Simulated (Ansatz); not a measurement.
Reactions of C₂H₆BClO₂, SMILES `COB(Cl)OC`.

Calculated with Ansatz (gas phase, PBE0-D4/def2-TZVP geometries, no zero-point term in ΔE). CCSD(T)/CBS adds triple-zeta CCSD(T) − MP2 to the extrapolated MP2 energy (def2 sets, frozen cores). This one scheme is used for every species, atoms too. Double bonds are as drawn, so ΔE can hold a change between cis and trans. Functionals use def2-TZVPP. Open shells (•) are unrestricted, without spin–orbit coupling. Spin–orbit coupling would lower the free atoms: a little for Cl. Each species was taken in one conformer, which may not be the lowest.

| reaction | MP2/CBS(def2) (kJ/mol) | PBE0-D4 (kJ/mol) | HF/CBS(def2) (kJ/mol) | B2PLYP (kJ/mol) | CCSD(T)/CBS(def2) (kJ/mol) |
| --- | --- | --- | --- | --- | --- |
| `COB(Cl)OC` + `C/C=C/N` → `CC/C=C/N` + `COB(O)Cl` | -58 | -52 | -43 | -48 | -53 |
| `COB(Cl)OC` + `N=C(N)O` → `CNC(=N)O` + `COB(O)Cl` | -32 | -28 | -20 | -26 | -28 |
| `COB(Cl)OC` → `CO[B]OC`• + Cl• | 548 | 517 | 395 | 507 | 527 |
| `COB(Cl)OC` + SiH₄ → `COB([SiH3])Cl` + CH₃OH | 147 | 136 | 167 | 149 | 143 |
| `COB(Cl)OC` + `[OH][AlH][CH2]F` → `[CH3][Al]([OH])[CH2]F` + `COB(O)Cl` | -105 | -99 | -81 | -96 | -99 |
| `COB(Cl)OC` + `C=C[SiH3]` → `C=C(C)[SiH3]` + `COB(O)Cl` | -69 | -64 | -47 | -58 | -61 |

Largest T1 diagnostic: 0.014, for `CO[B]OC`•.
